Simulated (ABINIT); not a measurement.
Hf: single point with PBEsol

The system is Hf.

```
Hf
1.0
     4.96233    0.00000    0.00000
    -2.48116    4.29750    0.00000
     0.00000    0.00000    3.08623
Hf
3
Direct
  0.00000 0.00000 0.00000
  0.33333 0.66667 0.50000
  0.66667 0.33333 0.50000
```

This isn't the form of Hf at room conditions, which is hcp.

```json
{
  "Program": "ABINIT 10.8.3 (patched build)",
  "Task": "single point",
  "Functional": "PBEsol",
  "Potentials or basis": "PseudoDojo NC SR PBEsol v0.4.1 standard",
  "Cutoff": "789 eV",
  "k mesh": "6 × 6 × 9",
  "Occupations": "fermi-dirac, width 0.05 eV",
  "Spin": "no spin polarisation"
}
```

```json
{
  "Pressure": "-2.3 GPa",
  "Band gap on the k mesh": "none (metal or under the smearing width)",
  "Valence electrons inside the program's atomic spheres": "Hf 8.36, 8.45 (radii [1.0584] Å)"
}
```

Stress tensor (GPa, compression positive):
```
-2.52  0.00  0.00
 0.00 -2.52  0.00
 0.00  0.00 -1.96
```

Levels at points of the mesh, in eV from the Fermi level:
```csv
k point,band 16,band 17,band 18,band 19,band 20,band 21
"(0.00, 0.00, 0.00)",-0.62,-0.62,-0.58,-0.58,1.11,2.15
"(0.50, 0.00, 0.00)",-0.45,-0.40,-0.34,0.20,0.88,1.11
```

Wall time 74 s on 1 thread of Arm Neoverse V2, on a shared host, peak memory 0.11 GiB.

Spin-orbit coupling is left out, which matters for the levels of Hf.
